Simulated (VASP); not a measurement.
# Ti (Fm-3m) in VASP: further runs

One crystal, Ti, is run at these levels: PBEsol; tasks: single point.

All numbers are computed with VASP 6.6.1; they aren't measurements. Logs are shortened: lines on timing, memory, paths and dates and some standing lists are left out, and cuts for length are marked.

**1. The structure**

Symmetry: Fm-3m, No. 225, cubic system. Conventional cell: a = 4.060 Å, b = 4.060 Å, c = 4.060 Å, α = 90.00°, β = 90.00°, γ = 90.00°. Ti (site symmetry m-3m) is surrounded by 12 Ti at 2.87 Å.

This isn't the form of Ti at room conditions, which is hcp.

**2. Single point, PBEsol**

File INCAR:

```
  ALGO = Fast
  EDIFF = 1E-6
  ENCUT = 520
  GGA = PS
  ISIF = 2
  ISMEAR = 0
  LASPH = True
  LCHARG = True
  LELF = True
  LREAL = False
  LVHAR = True
  LWAVE = False
  NBANDS = 12
  NELM = 100
  PREC = Accurate
  SIGMA = 0.15
```

File KPOINTS:

```
k-points
0
Gamma
  22 22 22
```

File POSCAR:

```
Ti
1.0
    0.0000000000      2.0300000000      2.0300000000
    2.0300000000      0.0000000000      2.0300000000
    2.0300000000      2.0300000000      0.0000000000
Ti
1
Direct
    0.0000000000      0.0000000000      0.0000000000
```

Potentials or basis: VASP PAW PBE potentials, release 64 (Ti_sv).

Command:

```console
cat potpaw_PBE.64/Ti_sv/POTCAR > POTCAR
mpirun -np 1 vasp_std > vasp.out
```

OUTCAR:

```text
EDIFF = 1E-6
   ENCUT = 520
   GGA = PS
   ISIF = 2
   ISMEAR = 0
   LASPH = True
   LREAL = False
   NELM = 100
   PREC = Accurate

 ion  position               nearest neighbor table
   1  0.000  0.000  0.000-

  LATTYP: Found a face centered cubic cell.
 ALAT       =     4.0600000000

  Lattice vectors:

 A1 = (   0.0000000000,   2.0300000000,   2.0300000000)
 A2 = (   2.0300000000,   0.0000000000,   2.0300000000)
 A3 = (   2.0300000000,   2.0300000000,   0.0000000000)

Analysis of symmetry for initial positions (statically):
=====================================================================
 Subroutine PRICEL returns:
 Original cell was already a primitive cell.

 Routine SETGRP: Setting up the symmetry group for a
 face centered cubic supercell.

 Subroutine GETGRP returns: Found 48 space group operations
 (whereof 48 operations were pure point group operations)
 out of a pool of 48 trial point group operations.

The static configuration has the point symmetry O_h .

Analysis of symmetry for dynamics (positions and initial velocities):
=====================================================================
 Subroutine PRICEL returns:
 Original cell was already a primitive cell.

 Routine SETGRP: Setting up the symmetry group for a
 face centered cubic supercell.

 Subroutine GETGRP returns: Found 48 space group operations
 (whereof 48 operations were pure point group operations)
 out of a pool of 48 trial point group operations.

The dynamic configuration has the point symmetry O_h .

 Subroutine INISYM returns: Found 48 space group operations
 (whereof 48 operations are pure point group operations),
 and found     1 'primitive' translations

----------------------------------------------------------------------------------------

                                     Primitive cell

  volume of cell :      16.7309

  direct lattice vectors                    reciprocal lattice vectors
     0.000000000  2.030000000  2.030000000    -0.246305419  0.246305419  0.246305419
     2.030000000  0.000000000  2.030000000     0.246305419 -0.246305419  0.246305419
     2.030000000  2.030000000  0.000000000     0.246305419  0.246305419 -0.246305419

  length of vectors
     2.870853532  2.870853532  2.870853532     0.426613499  0.426613499  0.426613499

  position of ions in fractional coordinates (direct lattice)
     0.000000000  0.000000000  0.000000000

  ion indices of the primitive-cell ions
   primitive index   ion index
                 1           1

----------------------------------------------------------------------------------------

 KPOINTS: k-points

Automatic generation of k-mesh.
 Grid dimensions read from file:
 generate k-points for:   22   22   22

 Generating k-lattice:

  Cartesian coordinates                     Fractional coordinates (reciprocal lattice)
    -0.011195701  0.011195701  0.011195701     0.045454545  0.000000000  0.000000000
     0.011195701 -0.011195701  0.011195701     0.000000000  0.045454545  0.000000000
     0.011195701  0.011195701 -0.011195701     0.000000000  0.000000000  0.045454545

  Length of vectors
     0.019391523  0.019391523  0.019391523

  Shift w.r.t. Gamma in fractional coordinates (k-lattice)
     0.000000000  0.000000000  0.000000000

 Subroutine IBZKPT returns following result:
 ===========================================

 Found    328 irreducible k-points:

 Following reciprocal coordinates:
            Coordinates               Weight
  0.000000  0.000000  0.000000      1.000000
  0.045455  0.000000  0.000000      8.000000
  0.090909  0.000000  0.000000      8.000000
  0.136364  0.000000  0.000000      8.000000
  0.181818  0.000000  0.000000      8.000000
  0.227273  0.000000  0.000000      8.000000
[... 16 lines left out ...]
  0.500000  0.045455  0.000000     24.000000
 -0.454545  0.045455  0.000000     24.000000
 [... further k-points ...]
   k-points           NKPTS =    328   k-points in BZ     NKDIM =    328   number of bands    NBANDS=     12
   number of dos      NEDOS =    301   number of ions     NIONS =      1
   total plane-waves  NPLWV =  13824
   dimension x,y,z NGX =    24 NGY =   24 NGZ =   24
   dimension x,y,z NGXF=    48 NGYF=   48 NGZF=   48
   ions per type =               1
   NGX,Y,Z   is equivalent  to a cutoff of  13.90, 13.90, 13.90 a.u.
   NGXF,Y,Z  is equivalent  to a cutoff of  27.80, 27.80, 27.80 a.u.
 SYSTEM =  unknown system
   PREC   = accura    normal or accurate (medium, high low for compatibility)
   ISTART =      0    job   : 0-new  1-cont  2-samecut
   ICHARG =      2    charge: 1-file 2-atom 10-const
   ISPIN  =      1    spin polarized calculation?
   LNONCOLLINEAR =      F non collinear calculations
   LSORBIT =      F    spin-orbit coupling
   LASPH  =      T    aspherical Exc in radial PAW
   ENCUT  =  520.0 eV  38.22 Ry    6.18 a.u.   5.34  5.34  5.34*2*pi/ulx,y,z
   NELM   =    100;   NELMIN=  2; NELMDL= -5     # of ELM steps
   EDIFF  = 0.1E-05   stopping-criterion for ELM
   LREAL  =      F    real-space projection
   EDIFFG = 0.1E-04   stopping-criterion for IOM
   NSW    =      0    number of steps for IOM
   IBRION =     -1    ionic relax: 0-MD 1-quasi-New 2-CG
   NFREE  =      0    steps in history (QN), initial steepest desc. (CG)
   ISIF   =      2    stress and relaxation
   ISYM   =      2    0-nonsym 1-usesym 2-fastsym
   POTIM  = 0.5000    time-step for ionic-motion
   TEBEG  =    0.0;   TEEND  =   0.0 temperature during run
   PSTRESS=    0.0 pullay stress
   NELECT =      12.0000    total number of electrons
   NUPDOWN=      -1.0000    fix difference up-down
   EMIN   =  10.00;   EMAX   =-10.00  energy-range for DOS
   EFERMI =   0.00;   METHOD = LEGACY
   ISMEAR =     0;   SIGMA  =   0.15  broadening in eV -4-tet -1-fermi 0-gaus
   EFERMI_NEDOS =   21; number of points for ismear=-14 and -15
   IALGO  =     68    algorithm
   IMIX   =      4    mixing-type and parameters
     AMIX     =   0.40;   BMIX     =  1.00
     AMIX_MAG =   1.60;   BMIX_MAG =  1.00
  volume/ion in A,a.u.               =      16.73       112.91
  Fermi-wavevector in a.u.,A,eV,Ry     =   1.465421  2.769245 29.217967  2.147460
  Thomas-Fermi vector in A             =   2.581280
   LORBIT       =      0    0 simple, 1 ext, 2 COOP (PROOUT), +10 PAW based schemes
   GGA     = PS    functional components
   LHFCALC =     F    Hartree Fock is set to
   AEXX    =    0.0000 exact exchange contribution
   IVDW    =     0    specifies the selected vdW correction
   LEPSILON=     F    determine dielectric tensor
   LRPA    =     F    only Hartree local field effects (RPA)
 non-spin polarized calculation
 RMM-DIIS sequential band-by-band and
 Gauss-broadening in eV      SIGMA  =   0.15
  energy-cutoff  :      520.00
  volume of cell :       16.73
 maximum number of plane-waves:       465
 NGX is ok and might be reduce to    24
   NGX = 11   NGY = 11   NGZ = 11

 number of electron      12.0000002 magnetization

 Free energy of the ion-electron system (eV)
  ---------------------------------------------------
  ext. energy  EPLUGINS =         0.00000000
  ---------------------------------------------------
  free energy    TOTEN  =        -8.29264280 eV

  energy without entropy =       -8.27381639  energy(sigma->0) =       -8.28322960

 E-fermi :   8.4959     XC(G=0): -11.8159

 val. band max:        8.4926805501   @ k =  -0.2727   0.2273   0.0000
 cond. band min:       8.4981180890   @ k =   0.3636   0.0455   0.0000
 fundamental gap:      0.0054375389
 Fermi energy:         8.4958509332

 k-point     1 :       0.0000    0.0000    0.0000
  band No.  band energies     occupation
      1     -47.9205      2.00000
      2     -23.8279      2.00000
      3     -23.8279      2.00000
      4     -23.8279      2.00000
      5       2.3097      2.00000
      6       9.3939      0.00000
      7       9.3939      0.00000
      8       9.3939      0.00000
      9      11.1032      0.00000
     10      11.1032      0.00000
     11      23.9700      0.00000
     12      28.5867      0.00000

 k-point     2 :       0.0455    0.0000    0.0000
  band No.  band energies     occupation
      1     -47.9176      2.00000
      2     -23.8440      2.00000
      3     -23.8299      2.00000
      4     -23.8299      2.00000
      5       2.3794      2.00000
      6       9.3495      0.00000
      7       9.4199      0.00000
      8       9.4199      0.00000
      9      11.0858      0.00000
     10      11.0858      0.00000
     11      24.0354      0.00000
     12      27.9985      0.00000

 k-point     3 :       0.0909    0.0000    0.0000
  band No.  band energies     occupation
      1     -47.9091      2.00000
      2     -23.8910      2.00000
      3     -23.8357      2.00000
      4     -23.8357      2.00000
      5       2.5852      2.00000
      6       9.2249      0.00000
      7       9.4913      0.00000
      8       9.4913      0.00000
      9      11.0420      0.00000
     10      11.0420      0.00000
     11      24.1908      0.00000
     12      26.8169      0.00000

 k-point     4 :       0.1364    0.0000    0.0000
  band No.  band energies     occupation
      1     -47.8957      2.00000
      2     -23.9646      2.00000
      3     -23.8449      2.00000
      4     -23.8449      2.00000
      5       2.9169      2.00000
      6       9.0429      0.00000
      7       9.5857      0.00000
      8       9.5857      0.00000
      9      10.9988      0.00000
     10      10.9988      0.00000
     11      24.2511      0.00000
     12      25.6454      0.00000

 k-point     5 :       0.1818    0.0000    0.0000
  band No.  band energies     occupation
      1     -47.8785      2.00000
      2     -24.0582      2.00000
      3     -23.8566      2.00000
      4     -23.8566      2.00000
      5       3.3559      2.00000
      6       8.8365      0.00132
      7       9.6626      0.00000
      8       9.6626      0.00000
      9      11.0016      0.00000
     10      11.0016      0.00000
     11      23.6299      0.00000
     12      25.0768      0.00000
[... 228 lines left out ...]
      1     -47.7897      2.00000
      2     -24.5104      2.00000
      3     -23.9238      2.00000
      4     -23.9194      2.00000
      5       5.6177      2.00000
      6       8.6880      0.07001
      7       9.3188      0.00000
      8       9.4172      0.00000
      9      11.9475      0.00000
     10      12.0791      0.00000
     11      18.2503      0.00000
     12      23.6312      0.00000

 k-point    22 :       0.4545    0.0455    0.0000
  band No.  band energies     occupation
      1     -47.7793      2.00000
      2     -24.5622      2.00000
      3     -23.9290      2.00000
      4     -23.9283      2.00000
      5       5.7952      2.00000
      6       8.9024      0.00013
      7       9.3007      0.00000
      8       9.3459      0.00000
      9      12.1964      0.00000
     10      12.2155      0.00000
     11      17.4779      0.00000
     12      23.3867      0.00000

 k-point    23 :       0.5000    0.0455    0.0000
  band No.  band energies     occupation
      1     -47.7744      2.00000
      2     -24.5864      2.00000
      3     -23.9350      2.00000
      4     -23.9288      2.00000
      5       5.8635      2.00000
      6       8.9994      0.00000
      7       9.3080      0.00000
      8       9.3457      0.00000
      9      12.2522      0.00000
     10      12.3518      0.00000
     11      17.0835      0.00000
     12      23.2697      0.00000

 k-point    24 :      -0.4545    0.0455    0.0000
  band No.  band energies     occupation
      1     -47.7754      2.00000
      2     -24.5815      2.00000
      3     -23.9372      2.00000
      4     -23.9253      2.00000
      5       5.8508      2.00000
      6       8.9914      0.00000
      7       9.3088      0.00000
      8       9.3307      0.00000
      9      12.1790      0.00000
     10      12.3828      0.00000
     11      17.1663      0.00000
     12      23.2902      0.00000

 [... further k-points ...]

------------------------ aborting loop because EDIFF is reached ----------------------------------------

  FORCE on cell =-STRESS in cart. coord.  units (eV):
  Direction    XX          YY          ZZ          XY          YZ          ZX
  --------------------------------------------------------------------------------------
  -------------------------------------------------------------------------------------
  Total       -0.0495976     -0.0495976     -0.0495976      0.0000000     -0.0000000      0.0000000
  in kB       -4.7495603     -4.7495603     -4.7495603      0.0000000     -0.0000000      0.0000000
  external PRESSURE =      -4.7495603 kB  Pullay stress =       0.0000000 kB

 VOLUME and BASIS-vectors are now :
 -----------------------------------------------------------------------------
  energy-cutoff  :      520.00
  volume of cell :       16.73
      direct lattice vectors                 reciprocal lattice vectors
     0.000000000  2.030000000  2.030000000    -0.246305419  0.246305419  0.246305419
     2.030000000  0.000000000  2.030000000     0.246305419 -0.246305419  0.246305419
     2.030000000  2.030000000  0.000000000     0.246305419  0.246305419 -0.246305419

 POSITION                                       TOTAL-FORCE (eV/Angst)
 -----------------------------------------------------------------------------------
      0.00000      0.00000      0.00000        -0.000000     -0.000000     -0.000000
 -----------------------------------------------------------------------------------
    total drift:                                0.000000      0.000000      0.000000

  FREE ENERGIE OF THE ION-ELECTRON SYSTEM (eV)
  ---------------------------------------------------
  free  energy   TOTEN  =        -8.2926428035 eV

  energy  without entropy=       -8.2738163925  energy(sigma->0) =       -8.28322960
```

It took 52 s on 1 thread of Intel Xeon Platinum 8488C (Sapphire Rapids), shared host; peak memory 0.18 GiB.

Results:

| Property | Result |
| --- | --- |
| Free energy | -8.2926 eV |
| Pressure | -0.5 GPa |
| Band gap on the k mesh | none (metal or under the smearing width) |

Levels at points of the mesh, in eV from the Fermi level:
```tsv
k point	band 2	band 3	band 4	band 5	band 6	band 7	band 8	band 9	band 10	band 11
(0.00, 0.00, 0.00)	-32.32	-32.32	-32.32	-6.19	0.90	0.90	0.90	2.61	2.61	15.47
(0.50, 0.00, 0.00)	-33.09	-32.42	-32.42	-2.68	0.74	0.77	0.77	3.75	3.75	8.57
(0.50, 0.50, 0.00)	-33.04	-32.59	-32.59	-2.72	-1.82	3.01	3.74	4.05	4.05	12.10
```

Caveat: the PAW data sets were made with another functional, which shifts forces and pressure a little.

(Part 1 of 2 ends here.)
